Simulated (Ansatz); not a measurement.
Fe:

```
CELL_PARAMETERS angstrom
0.00000 1.94174 1.96511
1.49844 0.00000 1.96511
1.49844 1.94174 0.00000
ATOMIC_POSITIONS crystal
Fe 0.00000 0.00000 0.00000
```

Base run:

| Quantity | Value |
| --- | --- |
| Program | Ansatz 0.2.0 |
| Functional | LDA |
| Potentials or basis | all-electron LAPW, scalar-relativistic |
| Cutoff | 316 eV |
| Density cutoff | 1265 eV |
| Basis error allowed | 0.001 eV/atom |
| k mesh | 13 × 13 × 13 |
| Occupations | fermi-dirac, width 0.05 eV |
| Spin | collinear spin, ferromagnetic start |
| Starting moments | [3.0] μB |

Its results: pressure -18.8 GPa; net moment 2.14 μB per cell; site moments Fe +2.17 μB.

Q: After a change of settings the same cell gave: pressure -10.6 GPa; net moment 2.17 μB per cell; site moments Fe +2.22 μB. Which change was it?
A. functional from LDA to PBEsol; occupations from fermi-dirac, width 0.05 eV to gaussian, width 0.1 eV
B. functional from LDA to PBEsol; potentials or basis from all-electron LAPW, scalar-relativistic to all-electron LAPW, non-relativistic
C. occupations from fermi-dirac, width 0.05 eV to gaussian, width 0.02 eV

A: A.

Not every run made on this cell is shown here.
